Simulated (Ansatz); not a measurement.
# Be2C, space group Fm-3m: a single point

Computed with the Python package of Ansatz (0.2.0).

Contents of `POSCAR`:
```text
Be2C
1.0
   0.00000000    2.16500000    2.16500000
   2.16500000    0.00000000    2.16500000
   2.16500000    2.16500000    0.00000000
Be C
2 1
Direct
   0.25000000    0.25000000    0.25000000
   0.75000000    0.75000000    0.75000000
   0.00000000    0.00000000    0.00000000
```

Run as a notebook:

**Cell 1**
```python
from collections import Counter
from pathlib import Path
import json

import ansatz as az
from ase.io import read
import numpy as np
```

**Cell 2**
```python
atoms = read("POSCAR", format="vasp")
xtal = az.Crystal.from_ase(atoms)
```

**Cell 3**
```python
len(xtal.resolved().sites)
```
Output:
```text
3
```

**Cell 4**
```python
# settings of the run
setup = (
    xtal.calculation()
    .kpoints(7, 7, 7)
    .occupations("fixed")
    .basis(550)
    .scf(tolerance=1e-07)
    .pseudopotentials("paw")
    .density()
    .potential()
    .electron_localization_function()
    .output_files(volumetric_format="npy")
)
result = setup.run(events_out="events.ndjson")
summary = result.report
```

**Cell 5**
```python
summary["free_energy_ev"]
```
Output:
```text
-437.1735509523038
```

**Cell 6**
```python
result.unlabelled_reasons
```
Output:
```text
['no_forces']
```

**Cell 7**
```python
summary["n_electrons"]
```
Output:
```text
8.0
```

**Cell 8**
```python
with open("events.ndjson") as stream:
    kinds = Counter(json.loads(line)["event"] for line in stream)
print("events:", {kind: kinds[kind] for kind in ("scf_iter", "scf_done", "notice", "finished")})

print(f"free energy      {summary['free_energy_ev']:.5f} eV")
print(f"per atom         {summary['free_energy_ev'] / len(result.lattice.sites):.5f} eV")
print(f"SCF iterations   {summary['n_iterations']}  (converged: {summary['converged']})")
```
Output:
```text
events: {'scf_iter': 6, 'scf_done': 1, 'notice': 2, 'finished': 1}
free energy      -437.17355 eV
per atom         -145.72452 eV
SCF iterations   6  (converged: True)
```

**Cell 9**
```python
folder = Path(result.write_results("fields"))
print("densities in e/A^3, potentials in eV, ELF without unit")
for name in sorted(p.name for p in folder.glob("*.npy")):
    field = np.load(folder / name)
    print(f"{name:16s} {str(field.shape):16s} min {field.min():10.4f}  mean {field.mean():10.4f}  max {field.max():10.4f}")

keep = ["free_energy_ev", "energy_sigma0_ev", "fermi_energy_ev", "n_iterations", "converged", "magnetization_mub", "n_kpoints"]
with open("be2c.json", "w") as handle:
    json.dump({key: summary[key] for key in keep}, handle, indent=1)
```
Output:
```text
densities in e/A^3, potentials in eV, ELF without unit
elf.npy          (24, 24, 24)     min     0.0000  mean     0.4356  max     0.8327
rho.npy          (24, 24, 24)     min     0.0536  mean     0.3942  max     1.7988
v_es.npy         (24, 24, 24)     min   -84.2625  mean     1.1671  max    11.4015
v_tot.npy        (24, 24, 24)     min  -105.2702  mean   -10.3564  max     4.7207
```

`be2c.json`, as written:
```json
{
 "free_energy_ev": -437.1735509523038,
 "energy_sigma0_ev": -437.1735509523038,
 "fermi_energy_ev": 9.580228710332907,
 "n_iterations": 6,
 "converged": true,
 "magnetization_mub": 0.0,
 "n_kpoints": 20
}
```

Absolute energies stand on the zero of these potentials, so only differences at equal settings mean something. No functional is typed, so the default, PBE, holds. Densities and potentials on the grid are those of the valence electrons, and inside the cores they hang on the potentials used. The structure is a deposited one; some such entries were measured under pressure or heat, so a shift against it needn't be the functional's error alone. Run time: 1.2 s on 1 thread of Arm Neoverse V2, on a shared host, peak memory 0.36 GiB.

(Lines on the test bed's own set-up are left out of the output.)
